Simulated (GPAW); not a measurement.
# Si (P6/mmm) in GPAW: settings compared

The runs below take Si through single point, with r2SCAN, PBE.

Program: GPAW 26.7.0. These are calculated values, not measurements. Logs are shortened: lines on timing, memory, paths and dates and some standing lists are left out, and cuts for length are marked. The log counts tension as positive stress, the text compression.

## 1. Starting point

It takes space group P6/mmm (No. 191, hexagonal). The conventional cell has a = 2.621 Å, b = 2.621 Å, c = 2.466 Å, α = 90.00°, β = 90.00°, γ = 120.00°. Si (site symmetry 6/mmm) is surrounded by 8 Si at 2.47 to 2.62 Å.

This isn't the form of Si at room conditions, which is diamond.

## 2. Single point, r2SCAN

Contents of run.py:

```python
from ase.dft.bandgap import bandgap
from ase.io import read, write
from ase.units import GPa
from gpaw import GPAW, PW

atoms = read('POSCAR')

calc = GPAW(mode=PW(500),
            xc='MGGA_X_R2SCAN+MGGA_C_R2SCAN',
            kpts={'size': (9, 9, 9), 'gamma': True},
            occupations={'name': 'fermi-dirac', 'width': 0.05},
            nbands=8,
            maxiter=120,
            txt='gpaw.txt')
atoms.calc = calc
energy = atoms.get_potential_energy()
forces = atoms.get_forces()
stress = atoms.get_stress()
calc.write('gs.gpw')
write('result.traj', atoms)
print(f'Energy: {energy:.6f} eV')
print('Forces (eV/A):')
print(forces.round(4))
print('Stress (GPa):', (stress / GPa).round(3))
print('Fermi level:', round(calc.get_fermi_level(), 4), 'eV')
print(f'Gap: {bandgap(calc)[0]:.4f} eV, direct: {bandgap(calc, direct=True)[0]:.4f} eV')
```

Contents of POSCAR:

```
Si
1.0
    2.6205428149      0.0000000000      0.0000000000
   -1.3102714075      2.2694566494      0.0000000000
    0.0000000000      0.0000000000      2.4663543900
Si
1
Direct
    0.0000000000      0.0000000000      0.0000000000
```

Potentials or basis: GPAW PAW data sets (gpaw-data 1.2.1), pw.

Command:

```console
> OMP_NUM_THREADS=1 python run.py
```

gpaw.txt:

```text
__  _  _
 | _ |_)|_||  |
 |__||  | ||/\| - 26.7.0

Input parameters:
  mode=PW(ecut=500.0),
  kpts=MonkhorstPack(size=(9, 9, 9), gamma=True),
  maxiter=120,
  nbands=8,
  occupations=Occupations(name='fermi-dirac', width=0.05),
  xc=XC(name='MGGA_X_R2SCAN+MGGA_C_R2SCAN')

Diagonalizing LCAO Hamiltonian
Converting LCAO to pw mode

       Si

Atoms  # Å, Bohr magnetons
|   | symbol |        x |        y |        z |    initial magnetic moments |
|---|--------|----------|----------|----------|-----------------------------|
| 0 |     Si | 0.000000 | 0.000000 | 0.000000 | ( 0.0000,  0.0000,  0.0000) |

Unit cell  # Å
| periodic |         x |        y |        z |  lengths |     angles |
|----------|-----------|----------|----------|----------|------------|
|      yes |  2.620543 | 0.000000 | 0.000000 | 2.620543 |  90.000000 |
|      yes | -1.310271 | 2.269457 | 0.000000 | 2.620543 |  90.000000 |
|      yes |  0.000000 | 0.000000 | 2.466354 | 2.466354 | 120.000000 |

Number of symmetries: 24
Symmetry operations  # r_c * U_cc + t_c -> r_c
|    | kind |            matrix            |
|----|------|------------------------------|
|  0 |  σ   |  1, 1, 0,  0,-1, 0,  0, 0, 1 |
|  1 |  C2  |  1, 1, 0,  0,-1, 0,  0, 0,-1 |
|  2 |  C6  |  1, 1, 0, -1, 0, 0,  0, 0, 1 |
|  3 |  S6  |  1, 1, 0, -1, 0, 0,  0, 0,-1 |
|  4 |  E   |  1, 0, 0,  0, 1, 0,  0, 0, 1 |
|  5 |  σ   |  1, 0, 0,  0, 1, 0,  0, 0,-1 |
|  6 |  σ   |  1, 0, 0, -1,-1, 0,  0, 0, 1 |
|  7 |  C2  |  1, 0, 0, -1,-1, 0,  0, 0,-1 |
|  8 |  σ   |  0, 1, 0,  1, 0, 0,  0, 0, 1 |
|  9 |  C2  |  0, 1, 0,  1, 0, 0,  0, 0,-1 |
| 10 |  C3  |  0, 1, 0, -1,-1, 0,  0, 0, 1 |
| 11 |  S3  |  0, 1, 0, -1,-1, 0,  0, 0,-1 |
| 12 |  C6  |  0,-1, 0,  1, 1, 0,  0, 0, 1 |
| 13 |  S6  |  0,-1, 0,  1, 1, 0,  0, 0,-1 |
| 14 |  σ   |  0,-1, 0, -1, 0, 0,  0, 0, 1 |
| 15 |  C2  |  0,-1, 0, -1, 0, 0,  0, 0,-1 |
| 16 |  σ   | -1, 0, 0,  1, 1, 0,  0, 0, 1 |
| 17 |  C2  | -1, 0, 0,  1, 1, 0,  0, 0,-1 |
| 18 |  C2  | -1, 0, 0,  0,-1, 0,  0, 0, 1 |
| 19 |  i   | -1, 0, 0,  0,-1, 0,  0, 0,-1 |
| 20 |  C3  | -1,-1, 0,  1, 0, 0,  0, 0, 1 |
| 21 |  S3  | -1,-1, 0,  1, 0, 0,  0, 0,-1 |
| 22 |  σ   | -1,-1, 0,  0, 1, 0,  0, 0, 1 |
| 23 |  C2  | -1,-1, 0,  0, 1, 0,  0, 0,-1 |

BZ-sampling:
  Number of BZ points: 729
  Number of IBZ points: 60

  Monkhorst-Pack size: [9, 9, 9]
  Monkhorst-Pack shift: [0, 0, 0]

K-points  # in reciprocal-cell coordinates
|     |                                coordinates |     weight |
|-----|--------------------------------------------|------------|
|   0 | (  0.00000000,   0.00000000,   0.00000000) | 0.00137174 |
|   1 | (  0.00000000,   0.00000000,   0.11111111) | 0.00274348 |
|   2 | (  0.00000000,   0.00000000,   0.22222222) | 0.00274348 |
|   3 | (  0.00000000,   0.00000000,   0.33333333) | 0.00274348 |
|   4 | (  0.00000000,   0.00000000,   0.44444444) | 0.00274348 |
|   5 | (  0.11111111,   0.00000000,   0.00000000) | 0.00823045 |
|   6 | (  0.11111111,   0.00000000,   0.11111111) | 0.01646091 |
|   7 | (  0.11111111,   0.00000000,   0.22222222) | 0.01646091 |
|   8 | (  0.11111111,   0.00000000,   0.33333333) | 0.01646091 |
|   9 | (  0.11111111,   0.00000000,   0.44444444) | 0.01646091 |
| ... |                                            |            |
|  59 | (  0.44444444,   0.44444444,   0.44444444) | 0.01646091 |

Plane wave coefficients: 393
Cutoff: 500.0 eV

Spin-components: 1 (collinear spins)
Bands:           8
Projectors:      5
Spin-degeneracy: 2
Datatype:        complex128

Parallelization:
  kpt:    1
  domain: 1
  band:   1

Density:
  Valence electrons: 4.0
  Components: 1
  Grid points: [14 14 14]
  Charge: 0.0  # |e|

Potential:
  Grid points: [14 14 14]

species:
  Si:
    name:    Silicon
    Z:       14.0
    valence: 4
    core:    10
    charge:  0.0  # [|e|]
    compensation charges:
      type: gauss
      rc: 0.33  # [Å]
      lmax: 2
    cutoffs:
      filter: 1.86  # [Å]
      core: 2.06  # [Å]
    projectors
    | kind |    occ | energy [eV] | rcut [Å] |
    |------|--------|-------------|----------|
    |   3s |  2.000 |     -10.812 |    1.058 |
    |   3p |  2.000 |      -4.081 |    1.058 |
    |    s |        |      16.399 |    1.058 |
    |    p |        |      23.130 |    1.058 |
    |    d |        |       0.000 |    1.058 |

    Using partial waves for Si as LCAO basis

Reference energy: -7886.344250  # eV

eigensolver:
  PPCG
  Converge bands: occupied
  niter=2

density mixing:
  MSR1-Mixer
  Pratt-step length: 0.05
  Maximum mixing coefficient: 0.75
  Old densities: 10
  SVD Regularization: 0.005
  Good broyden scale: 1.0
  Trust region scale: 1.0
  Backstep threshold: 4.0
  History deletion threshold: 6.0
  Fourier metric: weight=20.0, sigma=0.015

occupation numbers:
  Fermi-Dirac:
    width: 0.0500  # eV

poisson solver:
  ecut: 4000.0  # eV

xc functional:
  name: MGGA_X_R2SCAN+MGGA_C_R2SCAN with 2 nearest neighbor stencil

convergence criteria:
- Maximum [total energy] change in last 3 cyles: 0.0005 eV / valence electron
- Maximum integral of absolute [dens]ity change: 0.0001 electrons / valence electron
- Maximum integral of absolute [eigenst]ate change: 4e-08 eV^2 / valence electron
maximum number of iterations: 120

SCF iterations
|iter     | |      energy | eigst |  dens |
|---------|-|-------------|-------|-------|
|iter:   1| |   -8.632663 | -0.09 |       |
|iter:   2| |   -8.146236 | -1.70 | -1.15 |
|iter:   3| |-7585.339124 | +3.92 | -1.13 |
|iter:   4| |   -5.202742 | +2.86 | +1.44 |
|iter:   5| |   -8.177825 | +0.01 | -1.03 |
|iter:   6| |   -8.189353 | -2.81 | -1.72 |
|iter:   7| |   -8.189209 | -4.22 | -1.91 |
|iter:   8| |   -8.189205c| -4.77 | -2.27 |
|iter:   9| |   -8.189203c| -5.93 | -3.26 |
|iter:  10| |   -8.189202c| -7.48c| -3.53 |
|iter:  11| |   -8.189202c| -7.62c| -4.68c|

Converged in 11 steps
Energy contributions relative to reference atoms: (reference = -7886.344250)

Energy contributions:
  Kinetic:           3.332230
  Coulomb:          -1.717352
  Zero:             -0.026098
  External:          0.000000
  Xc:               -9.775537
  Entropy:          -0.004889
  Spinorbit:         0.000000
  ----------------------------
  Free energy:      -8.191647
  Extrapolated:     -8.189202

dipole moment: (-2.846972, -4.931101, -5.358922)  # |e|*Ang

Fermi level: 9.151
Eigenvalues  # (at kpt = [0.000, 0.000, 0.000])
| band index |      eig [eV] | occ [0-2] |
|------------|---------------|-----------|
|          0 |        -5.926 |     2.000 |
|          1 |        16.879 |     0.000 |
|          2 |        17.449 |     0.000 |
|          3 |        20.092 |     0.000 |
|          4 |        20.092 |     0.000 |
|          5 |        22.027 |     0.000 |
|          6 |        22.027 |     0.000 |
|          7 |        28.018 |     0.000 |

No gap
No difference between direct/indirect transitions

Forces  # eV/Ang
|       x |       y |       z |
|---------|---------|---------|
| 0.00000 | 0.00000 | 0.00000 |  # Si   0

Stress tensor  # eV/Ang^3
|         x |         y |         z |
|-----------|-----------|-----------|
| -0.018828 | -0.000000 |  0.000000 |
| -0.000000 | -0.018828 |  0.000000 |
|  0.000000 |  0.000000 | -0.018437 |

# Writing to gs.gpw (mode='')
```

Run time: 10 s. Hardware: 1 thread of Arm Neoverse V2, shared host; peak memory 0.15 GiB.

What came out:

- Free energy: -8.1916 eV
- Pressure: 3.0 GPa
- Band gap on the k mesh: none (metal or under the smearing width)

Caveat: the cutoff is short for stress and forces, so pressures can be off by a GPa or more; the PAW data sets were made with another functional, which shifts forces and pressure a little.

## 3. Single point, PBE (strain = 0.02)

Contents of run.py:

```python
from ase import Atoms
from ase.dft.bandgap import bandgap
from ase.io import write
from ase.units import GPa
from gpaw import GPAW, PW

atoms = Atoms(['Si'],
              cell=[[2.6205428149, 0.0, 0.0],
                    [-1.3102714075, 2.2694566494, 0.0],
                    [0.0, 0.0, 2.5156814778]],
              scaled_positions=[[0.0, 0.0, 0.0]],
              pbc=True)

calc = GPAW(mode=PW(600),
            xc='PBE',
            kpts={'size': (12, 12, 11), 'gamma': True},
            occupations={'name': 'fermi-dirac', 'width': 0.05},
            nbands=8,
            convergence={'density': 1e-05, 'energy': 1e-05},
            maxiter=150,
            txt='gpaw.txt')
atoms.calc = calc
energy = atoms.get_potential_energy()
forces = atoms.get_forces()
stress = atoms.get_stress()
calc.write('gs.gpw')
write('result.traj', atoms)
print(f'Energy: {energy:.6f} eV')
print('Forces (eV/A):')
print(forces.round(4))
print('Stress (GPa):', (stress / GPa).round(3))
print('Fermi level:', round(calc.get_fermi_level(), 4), 'eV')
print(f'Gap: {bandgap(calc)[0]:.4f} eV, direct: {bandgap(calc, direct=True)[0]:.4f} eV')
```

Potentials or basis: GPAW PAW data sets (gpaw-data 1.2.1), pw.

Command:

```console
> OMP_NUM_THREADS=1 python run.py
```

Run time: 6.5 s. Hardware: 1 thread of Arm Neoverse V2, shared host; peak memory 0.13 GiB.

It converged, with:

* Free energy: -5.1006 eV
* Pressure: 1.0 GPa
* Band gap on the k mesh: none (metal or under the smearing width)

Stress tensor (GPa, compression positive):
```
 2.06  0.00  0.00
 0.00  2.06  0.00
 0.00  0.00 -1.08
```

Levels at points of the mesh, in eV from the Fermi level:
```tsv
k point	band 1	band 2	band 3	band 4
(0.00, 0.00, 0.00)	-13.93	7.33	7.34	10.60
(0.50, 0.50, 0.00)	-7.39	-6.63	5.38	6.70
```

Caveat: the density grid can change from cell to cell, which puts small steps into energies and stress.
